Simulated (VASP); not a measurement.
A run of VASP 6.6.1 is set up as follows.

File INCAR:

```
ALGO     = Normal         # electronic algorithm
EDIFF    = 1E-6           # SCF threshold, eV
ENCUT    = 520            # plane-wave cutoff, eV
GGA      = PE             # functional
ISIF     = 2              # what is computed and relaxed
ISMEAR   = -1             # smearing method
LASPH    = T              # aspherical terms in the spheres
LCHARG   = F              # write CHGCAR
LREAL    = F              # projectors in reciprocal space
LWAVE    = F              # write WAVECAR
NBANDS   = 15             # bands
NELM     = 60             # most SCF steps
PREC     = Accurate       # precision mode
SIGMA    = 0.02           # smearing width, eV
```

KPOINTS

```
k-points
0
Gamma
  5 5 5
```

POSCAR

```
CaSe
1.0
    0.0000000000      2.9560000000      2.9560000000
    2.9560000000      0.0000000000      2.9560000000
    2.9560000000      2.9560000000      0.0000000000
Ca Se
1 1
Direct
    0.0000000000      0.0000000000      0.0000000000
    0.5000000000      0.5000000000      0.5000000000
```

Potentials or basis: VASP PAW PBE potentials, release 64 (Ca_sv, Se).

Run with:

```console
$ cat potpaw_PBE.64/Ca_sv/POTCAR potpaw_PBE.64/Se/POTCAR > POTCAR
$ mpirun -np 1 vasp_std > vasp.out
```

What does it give for the pressure?

1.4 GPa.

What does it give for the band gap on the k mesh?

2.14 eV, indirect (least direct gap 3.02 eV).

**The experiment to reproduce.**

A printed reference work, monograph, original work of 1988 reports, for a bulk crystal of CaSe at 2 K: band gap 3.85 eV (indirect).

Measured gap of CaSe: 3.85 eV (indirect; 2 K; a printed reference work, monograph, original work of 1988). This calculation gives 2.14 eV (-1.71 eV). Spin-orbit coupling on Se is left out. The value is that of PBE on a finite k mesh, which can miss the band edges, without temperature or zero-point motion. Semilocal functionals fall short of measured gaps as a rule.
